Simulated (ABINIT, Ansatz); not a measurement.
This is a calculation of TaN for Ansatz 0.2.0. Atoms were shifted at random by some hundredths of an Å from the given cell, which wasn't relaxed again for these runs. The cell comes from a database or a generator and needn't be the stable form of this composition.

Contents of input.yaml:

```yaml
crystal:
  lattice:
    - [2.73230769, 0.0, 0.0]
    - [0.0, 2.73230769, 0.0]
    - [0.0, 0.0, 2.73230769]
  atoms:
    - { symbol: Ta, position: [0.012046, 0.002566, -0.003426] }
    - { symbol: "N", position: [0.484829, 0.50212, 0.50034] }
hamiltonian:
  xc: pbe
  pseudopotentials: { kind: paw }
kpoints:
  mp_grid: { grid: [10, 10, 10] }
scf:
  occupations: { method: fermi_dirac, width: 0.05 }
output:
  forces: true
  stress: true
  eigenvalues: true
  write_density: true
  write_potential: true
  elf: true
  volumetric_format: npy
```

Potentials or basis: Ansatz PAW.

Command:

```console
$ ansatz run input.yaml --threads 1 --pin off --max-ram 3584MiB --backend cpu --events-out ev --progress --plain --runs-dir out
```

**Question.** Translate it to ABINIT 10.8.3 (patched build). Potentials or basis there: JTH PAW PBE v2.0, cutoff 707 eV.

**Answer.** As run (cutoffs and basis follow the program's own potentials, and thresholds, step limits or extra output files can differ):

Contents of run.abi:

```
# Pseudopotentials
pp_dirpath "./"
pseudos "Ta.GGA_PBE-JTH.xml, N.GGA_PBE-JTH.xml"

# Structure
acell 2.73230769 2.73230769 2.73230769 Angstrom
rprim
     1.0000000000     0.0000000000     0.0000000000
     0.0000000000     1.0000000000     0.0000000000
     0.0000000000     0.0000000000     1.0000000000
ntypat 2
znucl 73 7
natom 2
typat 1 2
xred
     0.0120460000     0.0025660000    -0.0034260000
     0.4848290000     0.5021200000     0.5003400000
chkprim 0
chksymtnons 0
tolsym 1.0e-6

# Plane-wave basis
ecut 26.0
pawecutdg 48.0
pawxcdev 0

# k points
kptopt 1
ngkpt 10 10 10
nshiftk 1
shiftk 0.0 0.0 0.0

# Exchange and correlation
ixc 11

# Bands and occupations
nband 13
occopt 3
tsmear 0.00183747

# SCF cycle
nstep 100
tolvrs 1.0e-9

# Output
iomode 3
prtwf 0
prtden 0
prteig 0
prtebands 0
enunit 1
```

Potentials or basis: JTH PAW PBE v2.0.

Run with:

```sh
$ abinit run.abi > log 2>&1
```

Both were run:

|  | Ansatz | ABINIT |
| --- | --- | --- |
| Pressure | 6.7 GPa | 6.4 GPa |
| Largest force | 0.331 eV/Å | 0.332 eV/Å |
| Energy over the undisturbed cell | 6.1 meV/atom | 6.3 meV/atom |

Ansatz's pressure holds a Pulay term of +0.46 GPa for its cutoff of 420 eV, which the other run lacks.

Where Ansatz's input types no cutoff or centring, it takes its own default and a Γ-centred mesh.

Pressure is positive in compression.
